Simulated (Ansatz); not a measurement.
# P: pressure up to the limit of the methods

The task here is to estimate one member of a computed series from the others.

Method: DFT PBE, with the methods named in each step, in Ansatz 0.2.0.

**The structure to begin with**

The structure is hexagonal, space group P6/mmm (No. 191). The conventional cell has a = 4.376 Å, b = 4.376 Å, c = 2.713 Å, α = 90.00°, β = 90.00°, γ = 120.00°. P (site symmetry 6/mmm) has 14 P at 2.71 to 2.87 Å as nearest neighbours. P (site symmetry -6m2) is surrounded by 11 P at 2.53 to 2.87 Å.

As a file:

```xyz
3
Lattice="4.3762 0.0000 0.0000 -2.1881 3.7899 0.0000 0.0000 0.0000 2.7132" Properties=species:S:1:pos:R:3 pbc="T T T"
P     0.0000    0.0000    0.0000
P     0.0000    2.5266    1.3566
P     2.1881    1.2633    1.3566
```

Whether this phase is the stable one at these pressures isn't tested.

Atoms are numbered in the order of the input: P1, P2, P3.

Set-up of the first run:

The input, input.yaml:

```yaml
crystal:
  lattice:
    - [4.3761956576, 0.0, 0.0]
    - [-2.1880978288, 3.7898966114, 0.0]
    - [0.0, 0.0, 2.7132413077]
  atoms:
    - { symbol: P, position: [0.0, 0.0, 0.0] }
    - { symbol: P, position: [0.3333333333, 0.6666666667, 0.5] }
    - { symbol: P, position: [0.6666666667, 0.3333333333, 0.5] }
kpoints:
  mp_grid: { grid: [9, 9, 12] }
scf:
  occupations: { method: fermi_dirac, width: 0.05 }
hamiltonian:
  xc: pbe
  pseudopotentials: { kind: paw }
output:
  forces: true
  stress: true
relax:
  f_tol: 0.005
  max_steps: 40
  cell: {}
```

Command:

```sh
ansatz run input.yaml --threads 1 --pin off --max-ram 3072MiB --backend cpu --events-out ev --progress --plain --runs-dir out
```

Among the steps run: Cell relaxed at zero pressure, PAW; Volume scaled by 1, PAW; Shape and atoms relaxed at 0.84 of the volume, PAW; Volume scaled by 0.84, PAW; Shape and atoms relaxed at 0.76 of the volume, PAW; Volume scaled by 0.76, PAW; Shape and atoms relaxed at 0.52 of the volume, PAW; Volume scaled by 0.52, PAW; Volume scaled by 0.52, PAW (core large); Shape and atoms relaxed at 0.45 of the volume, PAW; Volume scaled by 0.45, PAW; Volume scaled by 0.45, PAW (level accurate).

One table of the session follows, with a row left open; its other results are not shown here.

| method | volume over the first | volume (Å³/atom) | pressure (GPa) |
| --- | --- | --- | --- |
| PAW | 1 | ? | ? |
| PAW | 0.84 | 12.052 | 22.56 |
| PAW | 0.76 | 10.904 | 43.75 |
| PAW | 0.52 | 7.460 | 236.87 |
| PAW | 0.45 | 6.456 | 392.94 |
| PAW (core large) | 0.52 | 7.460 | 236.87 |
| PAW (level accurate) | 0.45 | 6.456 | 393.36 |

Estimate the missing values for PAW, 1.

As computed: volume (Å³/atom): 14.347; pressure (GPa): -0.01. In the column «volume (Å³/atom)» it is the highest.
